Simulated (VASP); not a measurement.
Set up this calculation in VASP 6.6.1, as the native input.

| Quantity | Value |
| --- | --- |
| Task | single point |
| Functional | PBE |
| Potentials or basis | VASP PAW PBE potentials, release 64 (Zn, O) |
| Cutoff | 520 eV |
| k mesh | 9 × 9 × 6 |
| Occupations | gaussian, width 0.02 eV |
| Spin | no spin polarisation |
| Dipole correction | no |
| Further INCAR settings | ALGO = Fast; EDIFF = 1e-06; NBANDS = 26 |

The structure of ZnO lies in POSCAR:

```
ZnO
1.0
    3.4441794223      0.0000000000      0.0000000000
   -1.7220897111      2.9827468749      0.0000000000
    0.0000000000      0.0000000000      4.6177488697
Zn O
2 2
Direct
    0.3333333333      0.6666666667      0.2500000000
    0.6666666667      0.3333333333      0.7500000000
    0.6666666667      0.3333333333      0.2500000000
    0.3333333333      0.6666666667      0.7500000000
```

The cell was built by a generator and needn't be a form met in nature.

These files were run (other wordings do the same):

INCAR

```
ALGO     = Fast           # electronic algorithm
EDIFF    = 1E-6           # SCF threshold, eV
ENCUT    = 520            # plane-wave cutoff, eV
GGA      = PE             # functional
ISIF     = 2              # what is computed and relaxed
ISMEAR   = 0              # smearing method
LASPH    = T              # aspherical terms in the spheres
LCHARG   = F              # write CHGCAR
LREAL    = F              # projectors in reciprocal space
LWAVE    = F              # write WAVECAR
NBANDS   = 26             # bands
NELM     = 80             # most SCF steps
PREC     = Accurate       # precision mode
SIGMA    = 0.02           # smearing width, eV
```

KPOINTS

```
k-points
0
Gamma
  9 9 6
```

Potentials or basis: VASP PAW PBE potentials, release 64 (Zn, O).

Run with:

```console
$ cat potpaw_PBE.64/Zn/POTCAR potpaw_PBE.64/O/POTCAR > POTCAR
$ mpirun -np 1 vasp_std > vasp.out
```

It gave:

* Pressure: 1.1 GPa
* Band gap on the k mesh: 0.93 eV, direct

It took 35 s on 1 thread of Intel(R) Xeon(R) Platinum 8488C (Sapphire Rapids), on a shared host, peak memory 0.19 GiB.
